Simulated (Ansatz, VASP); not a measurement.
**SiC: VASP beside Ansatz**

File INCAR:

```
  PREC = Accurate
  ENCUT = 520
  EDIFF = 1E-6
  ISMEAR = 0
  SIGMA = 0.01
  LREAL = F
  LASPH = T
  NELM = 100
  ALGO = Normal
  ISIF = 2
  LWAVE = F
  LCHARG = F
  GGA = PE
  NBANDS = 16
```

The input KPOINTS:

```
Automatic mesh
0
Gamma
  9 9 4
```

POSCAR

```
SiC
1.0
    3.0288180612      0.0000000000      0.0000000000
   -1.5144090306      2.6230333845      0.0000000000
    0.0000000000      0.0000000000      4.9707062402
Si C
2 2
Direct
    0.3333333333      0.6666666667      0.4995817070
    0.6666666667      0.3333333333      0.9995817070
    0.3333333333      0.6666666667      0.8754182930
    0.6666666667      0.3333333333      0.3754182930
```

Input for Ansatz:

```yaml
crystal:
  lattice:
    - [3.0288180612, 0.0, 0.0]
    - [-1.5144090306, 2.6230333845, 0.0]
    - [0.0, 0.0, 4.9707062402]
  atoms:
    - { symbol: Si, position: [0.3333333333, 0.6666666667, 0.499581707] }
    - { symbol: Si, position: [0.6666666667, 0.3333333333, 0.999581707] }
    - { symbol: C, position: [0.3333333333, 0.6666666667, 0.875418293] }
    - { symbol: C, position: [0.6666666667, 0.3333333333, 0.375418293] }
kpoints:
  mp_grid: { grid: [9, 9, 4] }
hamiltonian:
  xc: pbe
scf:
  occupations: { method: fixed }
  n_extra_bands: 5
output:
  forces: true
  stress: true
  eigenvalues: true
```

Alike in both runs: task single point; functional PBE; k mesh 9 × 9 × 4; no spin polarisation.

|  | VASP | Ansatz |
| --- | --- | --- |
| version | VASP 6.6.1 | Ansatz 0.2.0 |
| potentials or method | VASP PAW PBE potentials, release 64 (Si, C) | plane waves, PAW |
| plane-wave cutoff (eV) | 520 | 420 |
| occupations | gaussian, width 0.01 eV | fixed |
| valence electrons in the cell | 16 | 16 |

|  | VASP | Ansatz | Ansatz less VASP |
| --- | --- | --- | --- |
| gap on the k mesh at the Fermi level (eV) | 2.19 | 2.19 | +0.004 |
| pressure (GPa) | 14.8 | 14.9 | +0.08 |
| largest component of the traceless stress (GPa) | 0.26 | 0.27 | +0.014 |
| rms of the force components (eV/Å) | 0.006 | 0.006 | 0.0000 |

Atom by atom the forces differ by 0.000 eV/Å (rms over components).

Caveats: an odd mesh through Γ misses points on the zone boundary, where band edges often lie. A hybrid or GW would open this gap; PBE tends to underestimate it.
